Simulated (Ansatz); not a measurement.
**LiH: Li removal**

Theory: DFT PBE, scalar-relativistic, plane waves, PAW (Ansatz 0.2.0).

Cutoff 420 eV; k points 8×8×8 on the computed 2-atom cell (Γ-centred); Gaussian smearing, width 0.02 eV; no spin polarisation for the host; each changed cell takes a mesh and smearing chosen by its own gap and starts from the host's moments or customary ones, or runs without spin. Cells and atoms are relaxed to the nearest stationary point that keeps the symmetry of their start (forces under 0.02 to 0.04 eV/Å, stress under 0.1 to 0.2 GPa); energies are at zero smearing, without zero-point or thermal terms.

Relaxed LiH (gap on the mesh 2.98 eV):

```
Li H
1.0
     0.00000    2.00345    2.00345
     2.00345    0.00000    2.00345
     2.00345    2.00345    0.00000
Li H
1 1
Direct
  0.00000 0.00000 0.00000
  0.50000 0.50000 0.50000
```

Cases, by atom numbers of the cell above (or of that cell doubled along its shortest vector, each atom followed by its copy): (1) atom 2 removed in the doubled cell.

The table gives for each case the energy to move one Li into Li metal, the mean voltage and the change of the cell.

```tsv
case	formula	energy per Li (eV)	mean voltage against Li (V)	ΔV (%)	principal strains (%)	space group	gap (eV)
1	LiH2	2.18	2.18	-38.3	+25.5 +0.1 -50.9	C2/m	0
```

Task: What happens when all Li is exchanged for Na?

Result: The exchange against the metals takes 0.44 eV per ion, the volume changes by +75.2 % (Fm-3m, gap 3.76 eV).

Emptied cells are the nearest stationary points that keep their symmetry and need not be the stable phases of those compositions. Voltages count 1 electron per Li.

In LiH2, NaH a bond of the host changes by more than 0.6 Å or the volume by a third: the framework has rearranged or swollen or shrunk strongly, and the figure may no longer describe a topotactic step.

Cost: 4 runs of about 1.7 core-minutes in all, on Intel Xeon 6975P-C (Granite Rapids) (shared hosts).